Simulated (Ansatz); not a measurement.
A 3-atom cell of BaF2 started from a crystallographic database, relaxed with r2SCAN: space group Fm-3m (No. 225), cubic; a = 6.194 Å in the conventional setting, 19.81 Å³ an atom. Around Ba lie 8 F at 2.68 Å; around F lie 4 Ba at 2.68 Å. One-shot G0W0@PBE in Ansatz on a 6×6×6 mesh (contour deformation, no spin-orbit coupling), from a PBE gap of 6.864 eV over the mesh points (the G0W0 gap is indirect on the mesh); the number N of bands summed and the screening cutoff rise together. The values are computed, spin-unpolarised, and not measurements.

```
  N  cutoff (eV)  1000/N  G0W0 gap (eV)
146          100   6.849          9.468
337          180   2.967          9.622
```

Problem. Lay a straight line in 1000/N through these rows.

Solution. The slope is -0.0397 eV per unit of 1000/N and the intercept 9.740 eV.

Problem. Predict the gap at N = 644 (260 eV).

Solution. 9.740 + (-0.0397) × 1.553 = 9.678 eV; the run gives 9.742 eV, +0.064 eV from the line.

Problem. With that run's result added, what limit do the last two rows suggest?

Solution. Their slope is (9.742 − 9.622)/(1.553 − 2.967) = -0.0849, which meets 1/N = 0 at 9.87 eV, against 9.740 eV from the first line. The slope steepens, so 1/N isn't yet asymptotic and the true limit probably lies higher still; the k mesh isn't extrapolated.

Spin-orbit coupling is left out.
